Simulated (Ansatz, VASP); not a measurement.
## Ni: VASP beside Ansatz

```xyz
1
Lattice="2.0256 0.0000 0.0000 0.0000 2.0256 0.0000 0.0000 0.0000 14.0000" Properties=species:S:1:pos:R:3 pbc="T T T"
Ni    1.0128    1.0128    7.0000
```

Alike in both runs: task single point; functional PBE; k mesh 8 × 8 × 1; occupations gaussian, width 0.1 eV; collinear spin.

```csv
,VASP,Ansatz
version,VASP 6.6.1,Ansatz 0.2.0
potentials or method,"VASP PAW PBE potentials, release 64 (Ni)","scalar-relativistic, plane waves, PAW"
plane-wave cutoff (eV),520,420
valence electrons in the cell,10,18
```

|  | VASP | Ansatz | Ansatz less VASP |
| --- | --- | --- | --- |
| gap on the k mesh at the Fermi level (eV) | none | none | - |
| net moment per atom (μB) | 0.67 | 0.70 | +0.028 |
| size of the moment on the site where the two differ most (μB) | 0.69 | 0.74 | +0.045 |

Site moments also hang on the region over which each program counts them. A gap of «none» marks a metal or a gap that the smearing closes. The two sets of potentials don't hold the same shells in valence. Ansatz warned: «slab_cell_height_set».

Caveats: the k mesh is coarse (spacing up to 0.39 Å⁻¹), so the values aren't converged.
